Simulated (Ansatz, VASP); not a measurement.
# Tl: VASP beside Ansatz

Contents of INCAR:

```
PREC = Accurate
ENCUT = 520
EDIFF = 1E-7
ISMEAR = -1
SIGMA = 0.05
LREAL = False
LASPH = True
NELM = 100
ALGO = Normal
ISIF = 2
LWAVE = False
LCHARG = False
GGA = PE
NBANDS = 12
```

Contents of KPOINTS:

```
regular mesh
0
Gamma
  4 4 4
```

POSCAR

```
Tl
1.0
   -1.9410000000      1.9410000000      1.9410000000
    1.9410000000     -1.9410000000      1.9410000000
    1.9410000000      1.9410000000     -1.9410000000
Tl
1
Direct
    0.0000000000      0.0000000000      0.0000000000
```

Input for Ansatz:

```yaml
crystal:
  lattice:
    - [-1.941, 1.941, 1.941]
    - [1.941, -1.941, 1.941]
    - [1.941, 1.941, -1.941]
  atoms:
    - { symbol: Tl, position: [0.0, 0.0, 0.0] }
kpoints:
  mp_grid: { grid: [4, 4, 4] }
scf:
  occupations: { method: fermi_dirac, width: 0.05 }
hamiltonian:
  xc: pbe
  pseudopotentials: { kind: all_electron, lapw: { basis_error: 0.0005 } }
output:
  forces: true
  stress: true
  eigenvalues: true
```

Alike in both runs: task single point; functional PBE; k mesh 4 × 4 × 4; occupations fermi-dirac, width 0.05 eV; no spin polarisation.

```csv
,VASP,Ansatz
version,VASP 6.6.1,Ansatz 0.2.0
potentials or method,"VASP PAW PBE potentials, release 64 (Tl_d)","all-electron LAPW, scalar-relativistic"
plane-wave cutoff (eV),520,see its input
```

Ansatz gave:

* pressure (GPa): 3.5

**Question.** What did VASP give for the same quantities?

**Answer.** Pressure (GPa): 3.4.

Ansatz ran all-electron here, so the differences hold the error of VASP's frozen core and of both bases.

Caveats: the k mesh is coarse (spacing up to 0.57 Å⁻¹), so the values aren't converged. Spin-orbit coupling is left out, which matters for the levels of Tl.
